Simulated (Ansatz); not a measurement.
# Zr: the cost of one run

Program: Ansatz 0.2.0. Level of theory: DFT PBE, scalar-relativistic, plane waves, PAW. These are calculated values, not measurements.

## 1. The starting structure

It takes space group P6_3/mmc (No. 194, hexagonal). The conventional cell has a = 4.060 Å, b = 4.060 Å, c = 6.699 Å, α = 90.00°, β = 90.00°, γ = 120.00°. Zr (site symmetry 3m) has 4 Zr at 2.49 to 2.51 Å as nearest neighbours.

Structure file:

```cif
data_structure
_symmetry_space_group_name_H-M 'P6_3/mmc'
_symmetry_Int_Tables_number 194
_cell_length_a 4.0600
_cell_length_b 4.0600
_cell_length_c 6.6990
_cell_angle_alpha 90.000
_cell_angle_beta 90.000
_cell_angle_gamma 120.000
_cell_volume 95.63
loop_
_atom_site_label
_atom_site_type_symbol
_atom_site_symmetry_multiplicity
_atom_site_Wyckoff_symbol
_atom_site_fract_x
_atom_site_fract_y
_atom_site_fract_z
_atom_site_occupancy
Zr1 Zr 4 f 0.33333 0.66667 0.43750 1
```

This is candidate A: lonsdaleite type (P6_3/mmc, No. 194).

(A quick probe on a coarse mesh, which set the mesh and smearing, is not shown.)

## 3. A loose first relaxation (candidate A)

input.yaml reads:

```yaml
crystal:
  lattice:
    - [4.0599780736, 0.0, 0.0]
    - [-2.0299890368, 3.5160441505, 0.0]
    - [0.0, 0.0, 6.6989638214]
  atoms:
    - { symbol: Zr, position: [0.3333333333, 0.6666666667, 0.4375] }
    - { symbol: Zr, position: [0.6666666667, 0.3333333333, 0.9375] }
    - { symbol: Zr, position: [0.6666666667, 0.3333333333, 0.5625] }
    - { symbol: Zr, position: [0.3333333333, 0.6666666667, 0.0625] }
basis:
  ecutwfc: 420
kpoints:
  mp_grid: { grid: [6, 6, 4] }
hamiltonian:
  xc: pbe
scf:
  occupations: { method: gaussian, width: 0.1 }
  lower_state_search: "off"
output:
  forces: true
  stress: true
  eigenvalues: true
relax:
  adjacent_minimum: "off"
  f_tol: 0.04
  max_steps: 70
  cell: { stress_tol: 0.4 }
```

What time and memory should one allow on 1 thread of an x86-64 CPU, shared host?

About 56 s, with a peak of 0.52 GiB.
